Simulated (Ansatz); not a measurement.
PbTe in the rocksalt structure

Method: PBEsol, scalar-relativistic; no spin polarisation; PAW, 420 eV, Γ-centred 8×8×8 mesh, 0.05 eV Gaussian smearing; code Ansatz. The datasets are Ansatz's generated set soft_2.

```cif
data_structure
_symmetry_space_group_name_H-M 'P 1'
_symmetry_Int_Tables_number 1
_cell_length_a 4.5559
_cell_length_b 4.5559
_cell_length_c 4.5559
_cell_angle_alpha 60.000
_cell_angle_beta 60.000
_cell_angle_gamma 60.000
_cell_volume 66.87
loop_
_atom_site_label
_atom_site_type_symbol
_atom_site_fract_x
_atom_site_fract_y
_atom_site_fract_z
_atom_site_occupancy
Pb1 Pb 0.50000 0.50000 0.50000 1
Te1 Te 0.00000 0.00000 0.00000 1
```

The start was a prototype's sites filled with these elements; the Crystallography Open Database holds the compound in this structure.

Problem. Which orbitals make up the states within about 0.6 eV of each band edge?

Solution. Valence edge: Te 5p 75 %, Pb 6s 14 %, Pb 6p 9 %. Conduction edge: Pb 6p 74 %, Te 5s 16 %, Te 5p 10 %. Shares are among the projected shells; the gap is 0.65 eV.

Density of states (tetrahedra, averaged over 0.4 eV; states/eV per cell of 2 atoms; energy in eV from the Fermi level):

| E (eV) | DOS |
| --- | --- |
| -7.65 | 0.75 |
| -7.25 | 0.32 |
| -6.85 | 0.19 |
| -6.45 | 0.10 |
| -6.05 | 0.03 |
| -5.65 | 0.00 |
| -5.25 | 0.00 |
| -4.85 | 0.11 |
| -4.45 | 0.50 |
| -4.05 | 0.78 |
| -3.65 | 1.06 |
| -3.25 | 1.55 |
| -2.85 | 1.79 |
| -2.45 | 1.82 |
| -2.05 | 1.83 |
| -1.65 | 1.91 |
| -1.25 | 1.57 |
| -0.85 | 1.92 |
| -0.45 | 0.16 |
| -0.05 | 0.00 |
| 0.35 | 0.01 |
| 0.75 | 0.33 |
| 1.15 | 1.53 |
| 1.55 | 1.66 |
| 1.95 | 1.33 |
| 2.35 | 1.21 |
| 2.75 | 1.25 |
| 3.15 | 1.82 |
| 3.55 | 1.71 |
| 3.95 | 1.66 |

Spin–orbit coupling, left out here, shifts 6p levels by as much as this gap and could close it. The lowest excitation takes an electron from Te back to Pb, as in polar semiconductors.

Semilocal functionals underestimate band gaps, commonly by a third or more. Scalar-relativistic only: spin–orbit splittings of the heavy atoms' levels are missing.
